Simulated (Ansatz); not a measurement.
Input, command and steps of an Ansatz relaxation.

```yaml
crystal:
  lattice:
    - [2.7730637782, 2.7730637782, 0.0]
    - [-2.7730637782, 2.7730637782, 0.0]
    - [0.0, 0.0, 5.6854774951]
  atoms:
    - { symbol: Ba, position: [0.0, 0.0, 0.0] }
    - { symbol: Ba, position: [0.5, 0.5, 0.5] }
    - { symbol: O, position: [0.5, 0.5, 0.0] }
    - { symbol: O, position: [0.0, 0.0, 0.5] }
basis:
  ecutwfc: 420
kpoints:
  mp_grid: { grid: [8, 8, 6] }
hamiltonian:
  xc: pbe
scf:
  occupations: { method: gaussian, width: 0.02 }
output:
  forces: true
  stress: true
  eigenvalues: true
relax:
  adjacent_minimum: "off"
  f_tol: 0.008
  max_steps: 40
  cell: { stress_tol: 0.015, fix: [c, angles] }
```

```bash
ansatz run input.yaml --threads 1 --pin off --max-ram 1331MiB --backend cpu --events-out ev --progress --plain --runs-dir out
```

Theory: Ansatz 0.2.0, DFT PBE, scalar-relativistic, plane waves, PAW.

Of 4 frames 3 are shown, positions in Å and forces in eV/Å; the SCF threshold varies from step to step. Steps run on the plane waves of an earlier cell, with a Pulay correction in the pressure. The basis is chosen afresh for the last frame, the zero of the energies, and at times for earlier ones too; energy and pressure step there, also at an unchanged geometry. The mark taken_back stands on steps that the optimiser undid.

```xyz
4
Lattice="2.7731 2.7731 0.0000 -2.7731 2.7731 0.0000 0.0000 0.0000 5.6855" Properties=species:S:1:pos:R:3:forces:R:3 pbc="T T T" step=1 free_energy_over_end_meV_per_atom=0.00 pressure_GPa=-0.59
Ba    0.0000    0.0000    0.0000    0.0000    0.0000    0.0000
Ba    0.0000    2.7731    2.8427    0.0000    0.0000    0.0000
O     0.0000    2.7731    0.0000    0.0000    0.0000    0.0000
O     0.0000    0.0000    2.8427    0.0000    0.0000    0.0000
4
Lattice="2.7697 2.7697 0.0000 -2.7697 2.7697 0.0000 0.0000 0.0000 5.6855" Properties=species:S:1:pos:R:3:forces:R:3 pbc="T T T" step=2 free_energy_over_end_meV_per_atom=-0.08 pressure_GPa=-0.42 taken_back
Ba    0.0000    0.0000    0.0000    0.0000    0.0000    0.0000
Ba    0.0000    2.7697    2.8427    0.0000    0.0000    0.0000
O     0.0000    2.7697    0.0000    0.0000    0.0000    0.0000
O     0.0000    0.0000    2.8427    0.0000    0.0000    0.0000
4
Lattice="2.7718 2.7718 0.0000 -2.7718 2.7718 0.0000 0.0000 0.0000 5.6855" Properties=species:S:1:pos:R:3:forces:R:3 pbc="T T T" step=4 free_energy_over_end_meV_per_atom=0.00 pressure_GPa=-0.53
Ba    0.0000    0.0000    0.0000    0.0000    0.0000    0.0000
Ba    0.0000    2.7718    2.8427    0.0000    0.0000    0.0000
O     0.0000    2.7718    0.0000    0.0000    0.0000    0.0000
O     0.0000    0.0000    2.8427    0.0000    0.0000    0.0000
```